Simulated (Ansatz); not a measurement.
One change: `CCCNCCC` becomes `CCCN`.

Ansatz, PBE0-D4/def2-TZVP geometries, multiplicity 1. Each molecule was computed in one conformer, which needn't be the lowest.

| property | `CCCNCCC` |
| --- | --- |
| HOMO–LUMO gap (PBE/def2-TZVPP) / eV | 5.26 |
| size of the dipole moment (B3LYP/def2-TZVPP) / D | 0.81 |
| LUMO energy (ωB97M-V/def2-TZVPP) / eV | 2.55 |
| HOMO–LUMO gap (ωB97M-V/def2-TZVPP) / eV | 11.28 |
| HOMO energy (ωB97M-V/def2-TZVPP) / eV | -8.73 |
| HOMO–LUMO gap (PBE0/def2-TZVPP) / eV | 7.47 |

Question: Give the same properties after the change, and the shifts. (Estimate.)

Answer: The calculation gave: 
```csv
property,`CCCN`,shift
HOMO–LUMO gap (PBE/def2-TZVPP) / eV,5.59,0.33
size of the dipole moment (B3LYP/def2-TZVPP) / D,1.34,0.53
LUMO energy (ωB97M-V/def2-TZVPP) / eV,2.52,-0.03
HOMO–LUMO gap (ωB97M-V/def2-TZVPP) / eV,11.70,0.42
HOMO energy (ωB97M-V/def2-TZVPP) / eV,-9.18,-0.45
HOMO–LUMO gap (PBE0/def2-TZVPP) / eV,7.89,0.42
```

Dipoles are sizes alone; their direction can turn.

Positive LUMOs are unbound, so they and the gaps depend on the basis.

B3LYP here is the variant with VWN-RPA as its local correlation; programs differ in this.
